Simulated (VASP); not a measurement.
## A VASP 6.6.1 single-point calculation on Mg2Si

INCAR

```
LASPH = .TRUE.
LCHARG = .FALSE.
ENCUT = 520
NELMDL = 0
SIGMA = 0.1
IBRION = -1
EDIFF = 1E-7
NELM = 96
NSW = 0
LWAVE = .FALSE.
ISIF = 2
ALGO = Fast
LREAL = .FALSE.
ISMEAR = 0
NBANDS = 11
GGA = PE
PREC = Accurate
```

KPOINTS

```
KPOINTS created by Atomic Simulation Environment
0
Gamma
8 8 8
0 0 0
```

POSCAR

```
Si Mg
 1.0000000000000000
     0.0000000000000000    3.2640320809999999    3.2640320809999999
     3.2640320809999999    0.0000000000000000    3.2640320809999999
     3.2640320809999999    3.2640320809999999    0.0000000000000000
 Si  Mg
   1   2
Cartesian
  0.0000000000000000  0.0000000000000000  0.0000000000000000
  1.6320160404999999  1.6320160404999999  1.6320160404999999
  4.8960481214999998  4.8960481214999998  4.8960481214999998
```

The recommended PBE PAW datasets give the neutral cell 8 valence electrons.

Command

```
mpirun -np 1 vasp_std
```

**Question.** How does this run end, and what does it give?

**Answer.** It converged. Results: gap between bands v and c on the k mesh 0.29 eV; least direct gap on the k mesh 1.40 eV; pressure -3.7 GPa. Band v is the last that the valence electrons fill when counted band by band, and c is the next.

OSZICAR

```
N       E                     dE             d eps       ncg     rms          rms(c)
DAV:   1     0.424258618610E+01    0.42426E+01   -0.25396E+03   638   0.511E+02
DAV:   2    -0.882325202956E+01   -0.13066E+02   -0.12314E+02   824   0.644E+01
DAV:   3    -0.940037484626E+01   -0.57712E+00   -0.57555E+00   816   0.109E+01
DAV:   4    -0.940478653575E+01   -0.44117E-02   -0.44111E-02   770   0.121E+00
DAV:   5    -0.940483621441E+01   -0.49679E-04   -0.49677E-04   787   0.127E-01    0.336E+00
RMM:   6    -0.891118469283E+01    0.49365E+00   -0.48073E-01   644   0.248E+00    0.183E+00
RMM:   7    -0.885079047466E+01    0.60394E-01   -0.24872E-01   659   0.191E+00    0.817E-01
RMM:   8    -0.885093911112E+01   -0.14864E-03   -0.18589E-02   674   0.772E-01    0.232E-01
RMM:   9    -0.885004057850E+01    0.89853E-03   -0.40469E-03   729   0.340E-01    0.125E-01
RMM:  10    -0.885025898909E+01   -0.21841E-03   -0.11326E-03   747   0.189E-01    0.941E-02
RMM:  11    -0.885017530221E+01    0.83687E-04   -0.18918E-04   706   0.852E-02    0.168E-02
RMM:  12    -0.885017265387E+01    0.26483E-05   -0.36715E-05   722   0.393E-02    0.106E-02
RMM:  13    -0.885017327334E+01   -0.61947E-06   -0.48529E-06   750   0.162E-02    0.478E-03
RMM:  14    -0.885017322759E+01    0.45750E-07   -0.11246E-06   721   0.708E-03    0.556E-03
RMM:  15    -0.885017322469E+01    0.29014E-08   -0.35198E-07   688   0.363E-03
   1 F= -.88501732E+01 E0= -.88501171E+01  d E =-.112319E-03
```

Standard output (part)

```
POSCAR found type information on POSCAR SiMg
 POSCAR found :  2 types and       3 ions
 LDA part: xc-table for (Slater+PW92), standard interpolation
 POSCAR, INCAR and KPOINTS ok, starting setup
 WAVECAR not read
 WARNING: random wavefunctions but no delay for mixing, default for NELMDL
 entering main loop
```

For comparison, a separate PBE run of the intended cell, on usual settings and not on those above, gives a gap of 0.29 eV on its mesh and a pressure of -3.7 GPa.
